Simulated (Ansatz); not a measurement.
NaCl (zincblende), relaxed with r2SCAN in the plane-wave code Ansatz. The symmetry is F-43m (No. 216, cubic); a = 6.175 Å in the conventional setting, 29.43 Å³ an atom. Na is surrounded by 4 Cl at 2.67 Å; Cl is surrounded by 4 Na at 2.67 Å.

The axes x, y and z are those of this cell:
```xyz
2
Lattice="0.0000 3.0873 3.0873 3.0873 0.0000 3.0873 3.0873 3.0873 0.0000" Properties=species:S:1:pos:R:3 pbc="T T T"
Na    0.0000    0.0000    0.0000
Cl    1.5436    1.5436    1.5436
```

Unstrained: With PBE the gap is 4.942 eV and direct, at Γ. The r2SCAN gap is direct at Γ: 5.552 eV. The HSE06 gap is direct at Γ: 6.246 eV. Meshes: PBE 8×8×8, r2SCAN 8×8×8, HSE06 6×6×6. Strains are changes of length per length, and xy shears are angles. After each strain the atoms were relaxed again with r2SCAN within the symmetry that the strain leaves, so tilts or polar shifts that break it weren't tested; points keep the names that they have in the unstrained zone. Note: simulated data, non-magnetic, for a generated structure that need not be the stable one.

Q: For epitaxial -2.5 % in the xy plane, how far does the free direction move, and what happens to the gap?

A: The normal strain at zero normal stress is +4.24 %, 1.70 of the in-plane strain with the sign turned. PBE: the gap goes from 4.942 to 4.927 eV (-0.015 eV); with r2SCAN the top three valence levels at Γ, degenerate before, become 2+1 from the top over 78 meV. r2SCAN: the gap goes from 5.552 to 5.537 eV (-0.015 eV). HSE06: the gap goes from 6.246 to 6.232 eV (-0.014 eV).

Q: Apply isotropic -2.5 % on every length. How far does the gap move, against the unstrained cell?

A: PBE: the gap goes from 4.942 to 5.132 eV (+0.190 eV). r2SCAN: the gap goes from 5.552 to 5.738 eV (+0.186 eV). HSE06: the gap goes from 6.246 to 6.449 eV (+0.203 eV). The r2SCAN energy rises by 10.8 meV an atom.

Q: Apply uniaxial -1.5 % along [111], other directions held. How far does the gap move, against the unstrained cell?

A: PBE: the gap goes from 4.942 to 4.952 eV (+0.010 eV); with r2SCAN the top three valence levels at Γ, degenerate before, become 1+2 from the top over 39 meV. r2SCAN: the gap goes from 5.552 to 5.560 eV (+0.008 eV). HSE06: the gap goes from 6.246 to 6.258 eV (+0.012 eV). The r2SCAN energy rises by 0.6 meV an atom.

Q: Estimate what epitaxial +4.0 % in the plane normal to [111], free normal strain -4.83 % does to the gap.

A: PBE: the gap goes from 4.942 to 4.701 eV (-0.241 eV); with r2SCAN the top three valence levels at Γ, degenerate before, become 1+2 from the top over 190 meV. r2SCAN: the gap goes from 5.552 to 5.309 eV (-0.243 eV). HSE06: the gap goes from 6.246 to 5.995 eV (-0.251 eV). The r2SCAN energy rises by 6.6 meV an atom.

Q: Estimate what xy shear, engineering strain (angle) -2.5 % does to the gap.

A: PBE: the gap goes from 4.942 to 4.907 eV (-0.035 eV); with r2SCAN the top three valence levels at Γ, degenerate before, become 1+1+1 from the top over 64 meV. r2SCAN: the gap goes from 5.552 to 5.516 eV (-0.036 eV). HSE06: the gap goes from 6.246 to 6.211 eV (-0.035 eV). The r2SCAN energy rises by 0.3 meV an atom.

The meshes of the hybrids are coarse, so their gaps aren't converged to the digits shown.

The splittings at Γ are without spin-orbit coupling, which regroups them where it is of like size or larger.
